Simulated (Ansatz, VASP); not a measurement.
## Al2Pt in VASP and in Ansatz

```
Pt Al
1.0
     0.00000    2.93517    2.93517
     2.93517    0.00000    2.93517
     2.93517    2.93517    0.00000
Pt Al
1 2
Direct
  0.00000 0.00000 0.00000
  0.75000 0.75000 0.75000
  0.25000 0.25000 0.25000
```

Change from the starting cell: volume scaled by 0.98.

Alike in both runs: task single point; functional LDA; k mesh 8 × 8 × 8; occupations fermi-dirac, width 0.05 eV; no spin polarisation.

|  | VASP | Ansatz |
| --- | --- | --- |
| version | VASP 6.6.1 | Ansatz 0.2.0 |
| potentials or method | VASP PAW LDA potentials, release 64 (Pt, Al), cutoff 520 eV | all-electron LAPW, scalar-relativistic |

Ansatz gave:

```
gap on the k mesh at the Fermi level (eV) : none
pressure (GPa)                            : -1.2
```

Question: Estimate VASP's values.

Answer: gap on the k mesh at the Fermi level (eV): none; pressure (GPa): -0.8.

A gap of «none» marks a metal or a gap that the smearing closes. Ansatz ran all-electron here, so the differences hold the error of VASP's frozen core and of both bases.

The runs have no spin-orbit coupling, so splittings on Pt are missing.
